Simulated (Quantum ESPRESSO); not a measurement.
# Al (Fm-3m) in Quantum ESPRESSO: a series of runs, part 3 of 3

Quantum ESPRESSO 7.5. Earlier steps stand in the parts before.

## 4. Phonons, revPBE

Input file pw.in:

```
&CONTROL
  calculation = 'scf'
  prefix = 'pwscf'
  outdir = './tmp'
  pseudo_dir = './pseudo'
  tprnfor = .true.
  tstress = .true.
  disk_io = 'low'
/
&SYSTEM
  ibrav = 0
  nat = 1
  ntyp = 1
  ecutwfc = 45
  ecutrho = 360
  nbnd = 6
  input_dft = 'revpbe'
  occupations = 'smearing'
  smearing = 'mv'
  degauss = 0.01469973
/
&ELECTRONS
  conv_thr = 2d-10
  electron_maxstep = 120
  mixing_beta = 0.5
/
ATOMIC_SPECIES
Al    26.9815 al_pbe_v1.uspp.F.UPF
CELL_PARAMETERS bohr
   0.0000000000    3.8263269058    3.8263269058
   3.8263269058    0.0000000000    3.8263269058
   3.8263269058    3.8263269058    0.0000000000
ATOMIC_POSITIONS bohr
Al     0.0000000000    0.0000000000    0.0000000000
K_POINTS automatic
11 11 11 0 0 0
```

Input file relax.in:

```
&CONTROL
  calculation = 'vc-relax'
  prefix = 'pwscf'
  outdir = './tmp'
  pseudo_dir = './pseudo'
  tprnfor = .true.
  tstress = .true.
  disk_io = 'low'
  nstep = 40
  forc_conv_thr = 0.0001
  etot_conv_thr = 1d-06
/
&SYSTEM
  ibrav = 0
  nat = 1
  ntyp = 1
  ecutwfc = 45
  ecutrho = 360
  nbnd = 6
  input_dft = 'revpbe'
  occupations = 'smearing'
  smearing = 'mv'
  degauss = 0.01469973
/
&ELECTRONS
  conv_thr = 2d-10
  electron_maxstep = 120
  mixing_beta = 0.5
/
&IONS
  ion_dynamics = 'bfgs'
/
&CELL
  cell_dynamics = 'bfgs'
  press = 0
  press_conv_thr = 0.2
/
ATOMIC_SPECIES
Al    26.9815 al_pbe_v1.uspp.F.UPF
CELL_PARAMETERS bohr
   0.0000000000    3.8263269058    3.8263269058
   3.8263269058    0.0000000000    3.8263269058
   3.8263269058    3.8263269058    0.0000000000
ATOMIC_POSITIONS bohr
Al     0.0000000000    0.0000000000    0.0000000000
K_POINTS automatic
11 11 11 0 0 0
```

Input file scf2.in:

```
&CONTROL
  calculation = 'scf'
  prefix = 'pwscf'
  outdir = './tmp'
  pseudo_dir = './pseudo'
  tprnfor = .true.
  tstress = .true.
  disk_io = 'low'
/
&SYSTEM
  ibrav = 0
  nat = 1
  ntyp = 1
  ecutwfc = 45
  ecutrho = 360
  nbnd = 6
  input_dft = 'revpbe'
  occupations = 'smearing'
  smearing = 'mv'
  degauss = 0.01469973
/
&ELECTRONS
  conv_thr = 1d-13
  electron_maxstep = 120
  mixing_beta = 0.5
  startingpot = 'file'
  startingwfc = 'file'
/
ATOMIC_SPECIES
Al    26.9815 al_pbe_v1.uspp.F.UPF
CELL_PARAMETERS bohr
   0.0000000000    3.8328223130    3.8328223130
   3.8328223130    0.0000000000    3.8328223130
   3.8328223130    3.8328223130    0.0000000000
ATOMIC_POSITIONS bohr
Al     0.0000000000    0.0000000000    0.0000000000
K_POINTS automatic
11 11 11 0 0 0
```

Input file ph.in:

```
phonons of Al
&INPUTPH
  prefix = 'pwscf'
  outdir = './tmp'
  tr2_ph = 1d-18
  fildyn = 'dyn'
  niter_ph = 90
  alpha_mix(1) = 0.4
/
0.0000000000 0.7071067812 0.0000000000
```

Potentials or basis: GBRV 1.5 PBE.

Started as:

```
$ OMP_NUM_THREADS=1 pw.x -in pw.in > pw.out
$ OMP_NUM_THREADS=1 pw.x -in relax.in > relax.out
$ OMP_NUM_THREADS=1 pw.x -in scf2.in > scf2.out
$ OMP_NUM_THREADS=1 ph.x -in ph.in > ph.out
```

pw.out:

```text
This program is part of the open-source Quantum ESPRESSO suite
     for quantum simulation of materials; please cite
         "P. Giannozzi et al., J. Phys.:Condens. Matter 21 395502 (2009);
         "P. Giannozzi et al., J. Phys.:Condens. Matter 29 465901 (2017);
         "P. Giannozzi et al., J. Chem. Phys. 152 154105 (2020);
     in publications or presentations arising from this work. More details at

     IMPORTANT: XC functional enforced from input :
     Exchange-correlation= REVPBE
                           (   1   4   4   4   0   0   0)
     Any further DFT definition will be discarded
     Please, verify this is what you really want

     Message from routine setup:
     using ibrav=0 with symmetry is DISCOURAGED, use correct ibrav instead

     G-vector sticks info
     --------------------
     sticks:   dense  smooth     PW     G-vecs:    dense   smooth      PW
     Sum         733     367    121                12939     4621     893

     Using Slab Decomposition

     bravais-lattice index     =            0
     lattice parameter (alat)  =       5.4112  a.u.
[... 160 lines left out ...]
     ethr =  3.32E-11,  avg # of iterations =  1.4

     End of self-consistent calculation

          k = 0.0000 0.0000 0.0000 (   537 PWs)   bands (ev):

    -3.2279  20.4753  20.4753  21.7646  21.7646  21.7646

          k = 0.0643 0.0643-0.0643 (   555 PWs)   bands (ev):
[... 215 lines left out ...]
          k = 0.0000-0.3857 0.6428 (   578 PWs)   bands (ev):

     6.5042   6.7532   8.1789  10.0478  21.6953  24.4433

     the Fermi energy is     7.9081 ev

!    total energy              =      -6.72125281 Ry
     estimated scf accuracy    <          7.7E-12 Ry
     smearing contrib. (-TS)   =       0.00001989 Ry
     internal energy E=F+TS    =      -6.72127270 Ry

     The total energy is F=E-TS. E is the sum of the following terms:
     one-electron contribution =       2.96465653 Ry
     hartree contribution      =       0.00825208 Ry
     xc contribution           =      -4.30209647 Ry
     ewald contribution        =      -5.39208485 Ry

     convergence has been achieved in   6 iterations

     Forces acting on atoms (cartesian axes, Ry/au):

     atom    1 type  1   force =     0.00000000    0.00000000    0.00000000

     Total force =     0.000000     Total SCF correction =     0.000000

     Computing stress (Cartesian axis) and pressure

          total   stress  (Ry/bohr**3)                   (kbar)     P=        3.98
   0.00002705  -0.00000000  -0.00000000            3.98       -0.00       -0.00
  -0.00000000   0.00002705  -0.00000000           -0.00        3.98       -0.00
  -0.00000000  -0.00000000   0.00002705           -0.00       -0.00        3.98

=------------------------------------------------------------------------------=
   JOB DONE.
=------------------------------------------------------------------------------=
```

relax.out:

```text
This program is part of the open-source Quantum ESPRESSO suite
     for quantum simulation of materials; please cite
         "P. Giannozzi et al., J. Phys.:Condens. Matter 21 395502 (2009);
         "P. Giannozzi et al., J. Phys.:Condens. Matter 29 465901 (2017);
         "P. Giannozzi et al., J. Chem. Phys. 152 154105 (2020);
[... 1833 lines left out ...]
  -0.00000000   0.00000001   0.00000000           -0.00        0.00        0.00
   0.00000000  -0.00000000   0.00000001            0.00       -0.00        0.00

=------------------------------------------------------------------------------=
   JOB DONE.
=------------------------------------------------------------------------------=
```

scf2.out:

```text
This program is part of the open-source Quantum ESPRESSO suite
     for quantum simulation of materials; please cite
         "P. Giannozzi et al., J. Phys.:Condens. Matter 21 395502 (2009);
         "P. Giannozzi et al., J. Phys.:Condens. Matter 29 465901 (2017);
         "P. Giannozzi et al., J. Chem. Phys. 152 154105 (2020);
[... 397 lines left out ...]
   0.00000000   0.00000001   0.00000000            0.00        0.00        0.00
   0.00000000   0.00000000   0.00000001            0.00        0.00        0.00

=------------------------------------------------------------------------------=
   JOB DONE.
=------------------------------------------------------------------------------=
```

Run time: 19 s. Hardware: 1 thread of Intel Xeon 6975P-C (Granite Rapids), shared host; peak memory 0.09 GiB.

What came out:

- Free energy: -91.4474 eV
- Relaxed volume: 16.69 Å³/atom
- Relaxed cell: a = 2.868 Å, b = 2.868 Å, c = 2.868 Å, α = 60.00°, β = 60.00°, γ = 60.00°
- Space group after relaxing (to 0.05 Å): Fm-3m (No. 225)
- Pressure after relaxing: 0.0 GPa
- Band gap on the k mesh: none (metal or under the smearing width)
- Highest phonon frequency at the q point run: 322 cm⁻¹

The path:
| step | energy change (eV) | largest force (eV/Å) | pressure (GPa) | volume (Å³) |
| --- | --- | --- | --- | --- |
| 1 | 0.0000 | 0.0000 | 0.40 | 16.60 |
| 2 | -0.0001 | 0.0000 | 0.24 | 16.64 |
| 3 | -0.0001 | 0.0000 | 0.06 | 16.67 |
| 4 | -0.0001 | 0.0000 | 0.00 | 16.69 |

Final structure:
```
CELL_PARAMETERS angstrom
0.00000 2.02824 2.02824
2.02824 0.00000 2.02824
2.02824 2.02824 0.00000
ATOMIC_POSITIONS crystal
Al 0.00000 0.00000 0.00000
```

Phonon frequencies in cm⁻¹ (negative: imaginary):
```
              q point  frequencies
(0.500, 0.000, 0.500)  194 194 322
```

Phonon modes at q = (0.500, 0.000, 0.500) in reciprocal lattice units:
| mode | symmetry | cm⁻¹ |
| --- | --- | --- |
| 1 | E_u | 194 |
| 2 | E_u | 194 |
| 3 | A_2u | 322 |

Caveat: the potentials were made for another functional, which shifts forces and pressure; the q point doesn't lie on the k mesh, which can shift a metal's frequencies strongly unless the mesh is converged.

## 5. Summary

```csv
level,gap on the mesh (eV),pressure (GPa)
RPBE,none,0.0
BLYP,none,0.0
revPBE,none,0.0
```

Alike in all rows: task phonons; potentials or basis GBRV 1.5 PBE; no spin polarisation; cell relaxed; k mesh 11 × 11 × 11; cutoff (eV) 612; smearing cold 0.2 eV.

Caveats: the potentials were made for another functional, which shifts forces and pressure; the q point doesn't lie on the k mesh, which can shift a metal's frequencies strongly unless the mesh is converged.

Absolute energies hang on the potentials; compare differences alone.
